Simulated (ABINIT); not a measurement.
A calculation with ABINIT 10.8.3 (patched build) of SiC (Moissanite) (ASE script, structure typed inline):

The input run.py:

```python
import json, os
import numpy as np
from ase.units import GPa
from ase.calculators.abinit import Abinit, AbinitProfile
from ase import Atoms

atoms = Atoms(['Si', 'Si', 'C', 'C'],
              cell=[[3.076, 0.0, 0.0], [-1.538, 2.663894142, 0.0], [0.0, 0.0, 5.048]],
              scaled_positions=[[0.6666666667, 0.3333333333, 0.5], [0.3333333333, 0.6666666667, 0.0], [0.6666666667, 0.3333333333, 0.885], [0.3333333333, 0.6666666667, 0.385]],
              pbc=True)

profile = AbinitProfile(command='abinit', pp_paths=[os.path.abspath('pseudos')])
params = dict(
    pps='pawxml', xc='PBE',
    ecut=517.0163,
    pawecutdg=1034.0327,
    kptopt=1,
    ngkpt=[10, 10, 5],
    nshiftk=1,
    shiftk=[0.0, 0.0, 0.0],
    ixc=11,
    nband=12,
    occopt=3,
    tsmear=0.05,
    nstep=100,
    tolvrs=1e-09,
    prtwf=0,
    prtden=0,
)

atoms.calc = Abinit(profile=profile, directory='run', **params)
energy = atoms.get_potential_energy()
forces = atoms.get_forces()
stress = atoms.get_stress()
print(f'energy {energy:.6f} eV')
print('forces (eV/A)')
print(np.round(forces, 5))
print('stress (GPa, Voigt, tension positive)', np.round(stress / GPa, 4))
json.dump(dict(energy=energy, forces=forces.tolist(), stress=stress.tolist(), cell=atoms.cell.tolist(), frac=atoms.get_scaled_positions(wrap=False).tolist()), open('results.json', 'w'))
```

Potentials or basis: JTH PAW PBE v2.0.

The run is started by

```bash
$ python run.py
```

Task: Write the same calculation in another form: native input, structure typed inline.

Result: As run:

The input run.abi:

```
# Pseudopotentials
pp_dirpath "./"
pseudos "Si.GGA_PBE-JTH.xml, C.GGA_PBE-JTH.xml"

# Structure
acell 3*1.0
rprim
     5.8127975593     0.0000000000     0.0000000000
    -2.9063987797     5.0340303534     0.0000000000
     0.0000000000     0.0000000000     9.5393374771
ntypat 2
znucl 14 6
natom 4
typat 1 1 2 2
xred
     0.6666666667     0.3333333333     0.5000000000
     0.3333333333     0.6666666667     0.0000000000
     0.6666666667     0.3333333333     0.8850000000
     0.3333333333     0.6666666667     0.3850000000

# Plane-wave basis
ecut 19.0
pawecutdg 38.0

# k points
kptopt 1
ngkpt 10 10 5
nshiftk 1
shiftk 0.0 0.0 0.0

# Exchange and correlation
ixc 11

# Bands and occupations
nband 12
occopt 3
tsmear 0.00183747

# SCF cycle
nstep 100
tolvrs 1.0e-9

# Output
iomode 3
prtwf 0
prtden 0
prteig 0
prtebands 0
enunit 1
```

Potentials or basis: JTH PAW PBE v2.0.

Command:

```console
$ abinit run.abi > log 2>&1
```

Both were run:

|  | ASE script, structure typed inline | native input, structure typed inline |
| --- | --- | --- |
| Pressure | 3.1 GPa | 3.1 GPa |
| Largest force | 0.740 eV/Å | 0.740 eV/Å |
| Band gap on the k mesh | 2.49 eV, indirect (least direct gap 4.10 eV) | 2.49 eV, indirect (least direct gap 4.10 eV) |
| Valence electrons inside the program's atomic spheres | Si 1.67; C 2.58 | Si 1.67; C 2.58 |

Keys that steer only the numerical path or the files written may differ.

Caveat: an odd mesh through Γ misses points on the zone boundary, where band edges often lie.
